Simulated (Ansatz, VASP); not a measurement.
**One calculation of BN, two programs**

```
B N
1.0
     0.00000    1.81235    1.81235
     1.81235    0.00000    1.81235
     1.81235    1.81235    0.00000
B N
1 1
Direct
  0.00000 0.00000 0.00000
  0.75000 0.75000 0.75000
```

Alike in both runs: functional PBE; k mesh 12 × 12 × 12; occupations gaussian, width 0.02 eV; no spin polarisation.

Ansatz relaxed the structure, and its values are those at the end. VASP's run is a single point on that final structure, the one shown.

|  | VASP | Ansatz |
| --- | --- | --- |
| version | VASP 6.6.1 | Ansatz 0.2.0 |
| potentials or method | VASP PAW PBE potentials, release 64 (B, N) | scalar-relativistic, plane waves, PAW |
| plane-wave cutoff (eV) | 520 | 420 |
| valence electrons in the cell | 8 | 8 |

|  | VASP | Ansatz | Ansatz less VASP |
| --- | --- | --- | --- |
| gap on the k mesh at the Fermi level (eV) | 4.45 | 4.46 | +0.012 |
| least direct gap on the mesh (eV) | 8.78 | 8.79 | +0.011 |
| pressure (GPa) | 0.2 | 0.0 | -0.25 |

A k mesh can miss the band edges. A hybrid or GW would open this gap; PBE tends to underestimate it.
